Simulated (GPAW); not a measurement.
Runs of GPAW 26.7.0 on TaS2. Symmetry: P-3m1, No. 164, trigonal system. The conventional cell has a = 3.350 Å, b = 3.350 Å, c = 5.860 Å, α = 90.00°, β = 90.00°, γ = 120.00°. Ta (site symmetry -3m) has 6 S at 2.43 Å as nearest neighbours. Around S (site symmetry 3m) lie 3 Ta at 2.43 Å. 

```tsv
task	level	potentials or basis	spin	U	cell	k mesh	cutoff (eV)	smearing	data set	optimizer	fmax	max steps	band path	mesh quality	gap on the mesh (eV)	pressure (GPa)	V0 of scaled cells (Å³/atom)	B0 (GPa)	largest force (eV/Å)
single point	TB-mBJ	GPAW PAW data sets for LDA (gpaw-data 1.2.1), pw	off	-	as given	7 × 7 × 4	600	fermi-dirac 0.05 eV	-	-	-	-	-	not flagged	none	-	-	-	-
equation of state	LDA	the program's PAW data sets (release 1.2.1) made for this functional, newer versions, pw	off	-	as given	7 × 7 × 4	600	fermi-dirac 0.05 eV	S v3	-	-	-	-	not flagged	-	-	(a)	139	-
relaxation of cell and atoms	revPBE+D3	the program's PAW data sets (release 1.2.1) made for this functional, pw	off	-	relaxed	7 × 7 × 4	600	fermi-dirac 0.05 eV	-	FIRE	0.02 eV/Å	60	-	not flagged	none	0.0	-	-	0.01
equation of state	LDA	the program's PAW data sets (release 1.2.1) made for this functional, other valence, pw	off	-	as given	7 × 7 × 4	600	fermi-dirac 0.05 eV	Ta 5	-	-	-	-	not flagged	-	-	19.48	142	-
band structure	PBEsol	PAW data sets generated in the run's folder for this functional, pw	off	-	as given	9 × 9 × 5	600	fermi-dirac 0.05 eV	-	-	-	-	GMKGALHA,LM,KH	not flagged	-	4.7	-	-	1.04
band structure	r2SCAN+U	GPAW PAW data sets (gpaw-data 1.2.1), pw	off	Ta d U = 5 eV	as given	7 × 7 × 4	600	fermi-dirac 0.05 eV	-	-	-	-	GMKGALHA,LM,KH	not flagged	-	13.1	-	-	1.23
electron localisation function	revTPSS	GPAW PAW data sets (gpaw-data 1.2.1), other valence, pw	off	-	as given	5 × 5 × 3	510	fermi-dirac 0.01 eV	Ta 5	-	-	-	-	coarse	none	(b)	-	-	1.51
band structure	PBEsol	PAW data sets generated in the run's folder for this functional, pw	SOC, no magnetisation	-	as given	9 × 9 × 5	600	fermi-dirac 0.05 eV	-	-	-	-	GMKGALHA,LM,KH	not flagged	-	4.7	-	-	1.04
```

Q: Estimate the missing entries.

A: (a) 19.16; (b) 9.7.

Caveats: some runs use coarse meshes; the PAW data sets were made with another functional, which shifts forces and pressure a little (some runs); this functional lacks dispersion, which binds the layers, so the pressure and a relaxed spacing across them are unreliable (some runs); the cell was scaled at fixed shape and fractional positions, which overstates the stiffness of a crystal with free parameters, most of all of layers and chains (some runs); spin-orbit coupling is left out, which moves the levels of the heavy elements (some runs); a model potential gives levels but no total energy (some runs); later steps reuse the first step's grids (some runs); forces of over 1 eV/Å show positions far from the minimum, so gaps and moduli don't describe the material at rest (some runs).

A k mesh can miss the band edges, and rows without SOC leave out spin-orbit coupling on Ta.

A gap of «none» marks a metal or a gap under the smearing width.

The runs don't all hold the same shells in valence.
